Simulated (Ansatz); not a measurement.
**CaSe (Fm-3m): volume and gaps against pressure**

```
Ca Se
1.0
     2.96738    2.96738    0.00000
    -2.96738    2.96738    0.00000
     0.00000    2.96738    2.96738
Ca Se
1 1
Direct
  0.00000 0.00000 0.00000
  0.50000 0.50000 0.00000
```

This is the zero-pressure cell under r²SCAN. Cell and atoms are relaxed by PAW (default files of Ansatz 0.2.0, cutoff 500 eV, stress met within about 0.05 GPa) at each pressure, in this structure whether or not another phase would take over; P is the pressure reached, less that of this cell (which was relaxed on a denser, smeared mesh). Levels come from r²SCAN, PAW on Ansatz 0.2.0's default frozen-core files (fitted under PBE), scalar-relativistic; k mesh 8×8×8, fixed occupations, cutoff 500 eV. Conduction levels are in eV over the valence top (at Γ), at fixed fractional wave vectors. Zone-centre phonons come from finite displacements by PAW, without the LO-TO term.

```csv
P (GPa),V/V₀,X,L,T1u TO (cm⁻¹)
-2.03,1.0436,2.609,5.024,162.9
0.00,1.0000,2.517,5.105,179.6
2.00,0.9649,2.430,5.169,193.7
3.98,?,?,?,?
6.97,0.8980,2.228,5.291,222.4
10.00,0.8665,2.112,5.347,236.9
15.00,0.8237,1.932,5.420,257.6
```

Problem. Fit the third-order Birch-Murnaghan equation to the rows shown.

Solution. With f = [(V₀/V)^(2/3) − 1]/2, the normalised pressure F = P/[3f(1 + 2f)^(5/2)] is 51.8 GPa at f = -0.0140, 52.1 GPa at f = 0.0121, 52.3 GPa at f = 0.0372, 52.4 GPa at f = 0.0501, 52.5 GPa at f = 0.0690. The line F = B₀[1 + (3/2)(B′ − 4)f] gives B₀ = 52.0 GPa and B′ = 4.1.

Problem. What are the volume deformation potentials and pressure coefficients of these levels at zero pressure?

Solution. 

| level | dE/dlnV (eV) | dE/dP = −(dE/dlnV)/B₀ (meV/GPa) | mean slope up to 2.0 GPa (meV/GPa) |
| --- | --- | --- | --- |
| X | 2.31 | -44.4 | -43.5 |
| L | -1.84 | 35.4 | 32.3 |

dE/dlnV is the slope of a cubic fit in ln V at V₀. The last column is read from two rows and shows how the slope bends with pressure. A level that another band crosses inside the range is left out of the tables.

Problem. What mode Grüneisen parameters follow?

Solution. γ = −d ln ω/d ln V at V₀ from a quadratic fit in ln V: T1u 2.18.

Problem. Fill the row at 3.98 GPa.

Solution. The fits give V/V₀ = 0.9353 and X = 2.347 eV. Computed: V/V₀ = 0.9354, X = 2.347, L = 5.223, T1u TO (cm⁻¹) = 206.1.

Caveats: no other phase was computed; many crystals of this kind change structure within this range, and rows or crossings beyond such a change describe a metastable lattice; frozen-core PAW files fitted under PBE, their cores solved anew for the functional of the run; no spin-orbit coupling on heavy atoms; semilocal gaps are low, and the spacing of valleys can be off by tenths of an eV; levels are read at fixed fractional k, so an edge that moves off these points is missed.
